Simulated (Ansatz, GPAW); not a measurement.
MgI₂: GLLB-SC, run from Python

These are simulated results from GPAW 26.7.0, not measurements. The cell was built from a prototype and was relaxed with r2SCAN+rVV10 in plane waves (Ansatz 0.2.0). Not every such cell is a known phase. All runs are without spin polarisation.

Space group P6_3/mmc (No. 194), hexagonal; a = 4.055 Å, c = 14.504 Å in the conventional setting, 34.43 Å³ an atom. Mg is surrounded by 6 I at 2.98 Å; I is surrounded by 3 Mg at 2.98 Å.

GLLB-SC is a model potential. Its fundamental gap is the Kohn-Sham gap plus a derivative discontinuity, which the script evaluates at the band edges among the listed k points. Its total energy isn't variational and serves nothing here.

run.py reads:

```python
import json
from ase import Atoms
from gpaw import GPAW, PW, FermiDirac

atoms = Atoms(['Mg', 'Mg', 'I', 'I', 'I', 'I'],
              cell=[[4.05548202, 0.0, 0.0], [-2.02774101, 3.51215045, 0.0], [0.0, 0.0, 14.50410124]],
              scaled_positions=[[0.333333333, 0.666666667, 0.25], [0.666666667, 0.333333333, 0.75], [0.666666667, 0.333333333, 0.376854612], [0.666666667, 0.333333333, 0.123145388], [0.333333333, 0.666666667, 0.876854612], [0.333333333, 0.666666667, 0.623145388]],
              pbc=True)
calc = GPAW(mode=PW(400), xc='GLLBSC', kpts={'size': (6, 6, 2), 'gamma': True},
            occupations=FermiDirac(0.02), maxiter=100, legacy_gpaw=True, txt='gpaw.txt')
atoms.calc = calc
res = {'energy': atoms.get_potential_energy(force_consistent=True)}
res['electrons'] = calc.get_number_of_electrons()
res['k'] = calc.get_ibz_k_points().tolist()
res['levels'] = [calc.get_eigenvalues(kpt=i).tolist() for i in range(len(res['k']))]
points = [[0.0, 0.0, 0.0], [0.5, 0.0, 0.0], [0.333333, 0.333333, 0.0], [0.0, 0.0, 0.5], [0.5, 0.0, 0.5], [0.333333, 0.333333, 0.5], [0.0, 0.5, 0.0]]
bands = calc.fixed_density(kpts=points, symmetry='off', nbands=round(res['electrons']) // 2 + 6, convergence={'bands': -2}, txt='bands.txt')
res['points'] = [bands.get_eigenvalues(kpt=i).tolist() for i in range(len(points))]
homo, lumo = bands.get_homo_lumo()
potential = calc.hamiltonian.xc.response.calculate_discontinuity_potential(homo, lumo)
res['discontinuity'] = bands.hamiltonian.xc.response.calculate_discontinuity(potential)
json.dump(res, open('results.json', 'w'))
print('free energy (eV):', round(res['energy'], 5))
```

Command: `python run.py`. It took 100 s on 1 thread of Arm Neoverse V1, with other jobs on the host, peak memory 0.3 GiB.

The log gpaw.txt, trimmed of paths, versions and times, then the last line on the terminal. An iter line gives the energy in eV and the logarithms of the changes of orbitals (plane waves alone) and density (c: converged):

```
___ ___ ___ _ _ _
 |   |   |_  | | | |

 | | | | | . | | | |

 |__ |  _|___|_____|  26.7.0
 |___|_|

Input parameters:
  kpts: {gamma: True,
         size: (6, 6, 2)}
  maxiter: 100
  mode: {ecut: 400.0,
         name: pw}
  occupations: {fixmagmom: False,
                name: fermi-dirac,
                width: 0.02}
  xc: GLLBSC

System changes: positions, numbers, cell, pbc, initial_charges, initial_magmoms

Initialize ...

species:
  Mg:
    name:    Magnesium
    Z:       12.0
    valence: 10
    core:    2
    charge:  0.0  # [|e|]
    compensation charges:
      type: gauss
      rc: 0.33  # [Å]
      lmax: 2
    cutoffs:
      filter: 1.86  # [Å]
      core: 0.54  # [Å]
    projectors
    | kind |    occ | energy [eV] | rcut [Å] |

    |------|--------|-------------|----------|

    |   2s |  2.000 |     -81.998 |    1.090 |

    |   3s |  2.000 |      -6.877 |    1.090 |

    |   2p |  6.000 |     -48.239 |    1.085 |

    |   3p |  0.000 |      -3.605 |    1.085 |

    |    d |        |       0.000 |    1.037 |

    Using partial waves for Mg as LCAO basis

  I:
    name:    Iodine
    Z:       53.0
    valence: 7
    core:    46
    charge:  0.0  # [|e|]
    compensation charges:
      type: gauss
      rc: 0.37  # [Å]
      lmax: 2
    cutoffs:
      filter: 2.06  # [Å]
      core: 2.96  # [Å]
    projectors
    | kind |    occ | energy [eV] | rcut [Å] |

    |------|--------|-------------|----------|

    |   5s |  2.000 |     -20.049 |    1.164 |

    |   5p |  5.000 |     -10.166 |    1.164 |

    |    s |        |       7.162 |    1.164 |

    |    p |        |      17.045 |    1.164 |

    |    d |        |       0.000 |    1.164 |

    Using partial waves for I as LCAO basis

Reference energy: -784713.622568  # eV

Spin-paired calculation

Convergence criteria:
 Maximum [total energy] change in last 3 cyles: 0.0005 eV / valence electron
 Maximum integral of absolute [dens]ity change: 0.0001 electrons / valence electron
 Maximum integral of absolute [eigenst]ate change: 4e-08 eV^2 / valence electron
 Maximum number of scf [iter]ations: 100
 (Square brackets indicate name in SCF output, whereas a 'c' in
 the SCF output indicates the quantity has converged.)

Symmetries present (total): 4

  ( 1  0  0)  ( 1  0  0)  (-1  0  0)  (-1  0  0)
  ( 0  1  0)  (-1 -1  0)  ( 1  1  0)  ( 0 -1  0)
  ( 0  0  1)  ( 0  0 -1)  ( 0  0  1)  ( 0  0 -1)

72 k-points: 6 x 6 x 2 Monkhorst-Pack grid + [1/12,1/12,1/4]
26 k-points in the irreducible part of the Brillouin zone
       k-points in crystal coordinates                weights
   0:     0.00000000    0.00000000    0.00000000          1/72
   1:     0.00000000    0.00000000    0.50000000          1/72
   2:     0.00000000    0.16666667    0.00000000          2/72
   3:     0.00000000    0.16666667    0.50000000          2/72
   4:     0.00000000    0.33333333    0.00000000          2/72
   5:     0.00000000    0.33333333    0.50000000          2/72
   6:     0.00000000    0.50000000    0.00000000          1/72
   7:     0.00000000    0.50000000    0.50000000          1/72
   8:     0.16666667    0.00000000    0.00000000          4/72
   9:     0.16666667    0.00000000    0.50000000          4/72
          ...
  25:     0.50000000    0.50000000    0.50000000          2/72

Wave functions: Plane wave expansion
  Cutoff energy: 400.000 eV
  Number of coefficients (min, max): 3738, 3803
  Pulay-stress correction: 0.000000 eV/Ang^3 (de/decut=0.000000)
  Using FFTW library
  ScaLapack parameters: grid=1x1, blocksize=None
  Wavefunction extrapolation:
    Improved wavefunction reuse through dual PAW basis

Occupation numbers: Fermi-Dirac:
  width: 0.0200  # eV

Eigensolver
   Davidson(niter=2)

Densities:
  Coarse grid: 20*20*70 grid
  Fine grid: 40*40*140 grid
  Total Charge: 0.000000

Density mixing:
  Method: separate
  Backend: msr1
  Linear mixing parameter: 0.05
  old densities: 10
  Width of damping distribution: 1.1
  Damping of long wavelength oscillations: 20

Hamiltonian:
  XC and Coulomb potentials evaluated on a 40*40*140 grid
  Using the GLLBSC Exchange-Correlation functional
  External potential:
    NoExternalPotential

XC parameters: GLLBSC functional being used consists of
  -----------------------------------------------------------------------
  | Weight | Module     | Description                                   |

  -----------------------------------------------------------------------
  |  1.000 | SCREENING  | GGA_X_PBE_SOL with 2 nearest neighbor stencil |

  |  1.000 | RESPONSE   | eps=0.0500 eV                                 |

  |  1.000 | XC         | GGA_C_PBE_SOL with 2 nearest neighbor stencil |

  -----------------------------------------------------------------------

Memory estimate:
  Process memory now: 113.55 MiB
  Calculator: 86.88 MiB
    Density: 14.81 MiB
      Arrays: 5.55 MiB
      Localized functions: 4.99 MiB
      Mixer: 4.27 MiB
    Hamiltonian: 3.75 MiB
      Arrays: 3.63 MiB
      XC: 0.00 MiB
      Poisson: 0.00 MiB
      vbar: 0.12 MiB
    Wavefunctions: 68.31 MiB
      Arrays psit_nG: 48.28 MiB
      Eigensolver: 2.30 MiB
      Projections: 0.99 MiB
      Projectors: 14.16 MiB
      PW-descriptor: 2.58 MiB

Total number of cores used: 1

Number of atoms: 6
Number of atomic orbitals: 32
Number of bands in calculation: 32
Number of valence electrons: 48
Bands to converge: occupied

... initialized

Initializing position-dependent things.

Density initialized from atomic densities
Creating initial wave functions:
  32 bands from LCAO basis set
Positions:
   0 Mg    -0.000000    2.341434    3.626025    ( 0.0000,  0.0000,  0.0000)
   1 Mg     2.027741    1.170717   10.878076    ( 0.0000,  0.0000,  0.0000)
   2 I      2.027741    1.170717    5.465937    ( 0.0000,  0.0000,  0.0000)
   3 I      2.027741    1.170717    1.786113    ( 0.0000,  0.0000,  0.0000)
   4 I     -0.000000    2.341434   12.717988    ( 0.0000,  0.0000,  0.0000)
   5 I     -0.000000    2.341434    9.038164    ( 0.0000,  0.0000,  0.0000)

Unit cell:
           periodic     x           y           z      points  spacing
  1. axis:    yes    4.055482    0.000000    0.000000    20     0.1756
  2. axis:    yes   -2.027741    3.512150    0.000000    20     0.1756
  3. axis:    yes    0.000000    0.000000   14.504101    70     0.2072

  Lengths:   4.055482   4.055482  14.504101
  Angles:   90.000000  90.000000 120.000000

Effective grid spacing dv^(1/3) = 0.1947

iter:   1   -17.417836
iter:   2   -19.539033   -0.80  -1.37
iter:   3   -19.406218   -1.66  -1.29
iter:   4   -18.368386   -1.97  -1.12
iter:   5   -17.459419   -1.62  -1.25
iter:   6   -16.785769   -2.32  -1.47
iter:   7   -16.545318   -2.93  -1.74
iter:   8   -16.450590   -3.65  -1.76
iter:   9   -16.450162   -4.05  -1.69
iter:  10   -16.454302c  -4.76  -1.77
iter:  11   -16.460917c  -4.61  -1.81
iter:  12   -16.467159c  -4.09  -1.88
iter:  13   -16.511461   -3.52  -2.07
iter:  14   -16.510142   -4.75  -3.42
iter:  15   -16.508772c  -5.68  -3.52
iter:  16   -16.508824c  -6.35  -3.61
iter:  17   -16.504232c  -6.51  -3.59
iter:  18   -16.504212c  -7.31  -3.99
iter:  19   -16.503607c  -7.50c -4.25c

Converged after 19 iterations.

Energy contributions relative to reference atoms: (reference = -784713.622568)

Kinetic:       +172.483061
Potential:     -162.282797
External:        +0.000000
XC:             -28.921852
Entropy (-ST):   -0.000000
Local:           +2.217981
SIC:             +0.000000
--------------------------
Free energy:    -16.503607
Extrapolated:   -16.503607

GLLBSC response reference energy: 1.62602 eV (from HOMO)

Showing only first 2 kpts
 Kpt  Band  Eigenvalues  Occupancy
  0    22      1.62655    2.00000
  0    23      1.62655    2.00000
  0    24      5.08449    0.00000
  0    25      5.77225    0.00000

  1    22      1.57488    2.00000
  1    23      1.57488    2.00000
  1    24      5.48435    0.00000
  1    25      5.48435    0.00000

Fermi level: 2.24456

Gap: 3.199 eV
Transition (v -> c):
  (s=0, k=0, n=23, [0.00, 0.00, 0.00]) -> (s=0, k=6, n=24, [0.00, 0.50, 0.00])
Direct/indirect transitions are different
Direct gap: 3.458 eV
Transition at: (s=0, k=0, n=23, [0.00, 0.00, 0.00])

free energy (eV): -16.50361
```

The gap in the log is over the mesh alone; results.json adds the listed points. GLLB-SC gives a gap of 4.69 eV (3.199 eV Kohn-Sham over the listed points plus 1.487 eV discontinuity). On the same cell, plane-wave PBE (Ansatz, 12×12×2 k points and the special points) gives a gap of 2.59 eV and r2SCAN a gap of 3.12 eV; on shared hosts these took about 25 and 56 core-seconds on the 6-atom cell, against 100 for the script. Spin-orbit coupling, left out in all these runs, can cut or reorder the gap by tenths of an eV, up to about 1 eV with Pb or Bi.

Spin-orbit coupling is left out, which matters wherever the heavy atoms make up the band edges.
